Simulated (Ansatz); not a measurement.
Slab: WS2, a slab with vacuum.

```
W S
1.0
     3.18312    0.00000    0.00000
    -1.59156    2.75666    0.00000
     0.00000    0.00000   35.18056
W S
4 8
Direct
  0.33333 0.66667 0.59232
  0.33333 0.66667 0.22340
  0.66667 0.33333 0.77660
  0.66667 0.33333 0.40768
  0.33333 0.66667 0.82115
  0.33333 0.66667 0.45202
  0.66667 0.33333 0.63662
  0.66667 0.33333 0.26774
  0.33333 0.66667 0.73226
  0.33333 0.66667 0.36338
  0.66667 0.33333 0.54798
  0.66667 0.33333 0.17885
```

Base run:

* Program: Ansatz 0.2.0
* Functional: PBE
* Potentials or basis: Ansatz PAW
* Cutoff: 420 eV (not typed: the program's choice for these potentials)
* k mesh: 10 × 10 × 1
* Occupations: fermi-dirac, width 0.05 eV
* Spin: no spin polarisation

Its results: band gap on the k mesh 1.43 eV, indirect (least direct gap 2.11 eV); largest force 0.232 eV/Å.

Task: The run is repeated on the same cell with these changes: functional from PBE to r2SCAN; cutoff from 420 eV (not typed: the program's choice for these potentials) to 500 eV (not typed: the program's choice for these potentials). What comes out?

Result: Band gap on the k mesh 1.54 eV, indirect (least direct gap 2.23 eV); largest force 0.168 eV/Å.

r2SCAN gives the wider gap, since meta-GGAs in the generalised Kohn-Sham scheme recover part of the derivative discontinuity.

Caveats: the k mesh misses the band edges, so the gap on the mesh is wider than the one along the path; spin-orbit coupling is left out, which moves the levels of the heavy elements; the PAW data sets come from PBE, with cores solved anew for the run's functional, which leaves a small shift of forces and pressure (some runs).
